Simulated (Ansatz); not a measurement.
Structure types of Pb were relaxed at one common pressure (all-electron LAPW in Ansatz 0.2.0 under PBE, scalar-relativistic, no spin polarisation, zero temperature). They take these volumes:

```json
{"type": "fcc", "space group": "Fm-3m", "V (Å³/atom)": "29.04"}
{"type": "bcc", "space group": "Im-3m", "V (Å³/atom)": "28.88"}
{"type": "hcp", "space group": "P6_3/mmc", "V (Å³/atom)": "28.96"}
{"type": "sc", "space group": "Pm-3m", "V (Å³/atom)": "31.00"}
{"type": "simple hexagonal", "space group": "P6/mmm", "V (Å³/atom)": "29.90"}
{"type": "beta tin", "space group": "I4_1/amd", "V (Å³/atom)": "30.04"}
```

**Question.** At about which pressure, and is the densest type also the lowest in enthalpy?

**Answer.** 4.9 GPa. The densest is bcc, and it is 44 meV/atom above fcc: its gain in pV doesn't pay for its higher energy here.
